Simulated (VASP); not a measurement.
# Hf: single point with PBEsol

The system is Hf.

```
Hf
1.0
     3.19670    0.00000    0.00000
    -1.59835    2.76842    0.00000
     0.00000    0.00000    5.05780
Hf
2
Direct
  0.67080 0.34630 0.75451
  0.32565 0.67287 0.24668
```

The cell isn't the ideal one: atoms moved at random, drawn with an rms of 0.05 Å.

```yaml
Program: VASP 6.6.1
Task: single point
Functional: PBEsol
Potentials_or_basis: VASP PAW PBE potentials, release 64 (Hf_pv)
Cutoff: 520 eV
k_mesh: 10 × 10 × 5
Occupations: fermi-dirac, width 0.05 eV
Spin: no spin polarisation
```

```yaml
Pressure: -4.2 GPa
Largest_force: 0.141 eV/Å
Band_gap_on_the_k_mesh: none (metal or under the smearing width)
```

Forces on the atoms (eV/Å):
```
Hf  -0.060 -0.042 -0.120
Hf   0.060  0.042  0.120
```

Stress tensor (GPa, compression positive):
```
-3.96  0.22  0.05
 0.22 -4.27  0.03
 0.05  0.03 -4.49
```

Levels at points of the mesh, in eV from the Fermi level:
| k point | band 7 | band 8 | band 9 | band 10 | band 11 | band 12 | band 13 | band 14 |
| --- | --- | --- | --- | --- | --- | --- | --- | --- |
| (0.00, 0.00, 0.00) | -7.37 | -3.71 | 0.67 | 1.16 | 1.20 | 1.47 | 1.95 | 2.03 |
| (0.50, 0.00, 0.00) | -3.30 | -2.75 | -2.15 | -0.79 | 0.75 | 0.80 | 1.64 | 5.87 |
| (0.00, 0.50, 0.00) | -3.37 | -2.74 | -2.24 | -0.76 | 0.77 | 0.95 | 1.71 | 5.91 |
| (0.50, 0.50, 0.00) | -3.37 | -2.74 | -2.24 | -0.76 | 0.78 | 0.93 | 1.71 | 5.91 |

It took 64 s on 1 thread of AMD EPYC 9R45 96-Core Processor (Zen 5), with other jobs on the host, peak memory 0.25 GiB.

Caveat: the PAW data sets were made with another functional, which shifts forces and pressure a little. Spin-orbit coupling is left out, which matters for the levels of Hf.
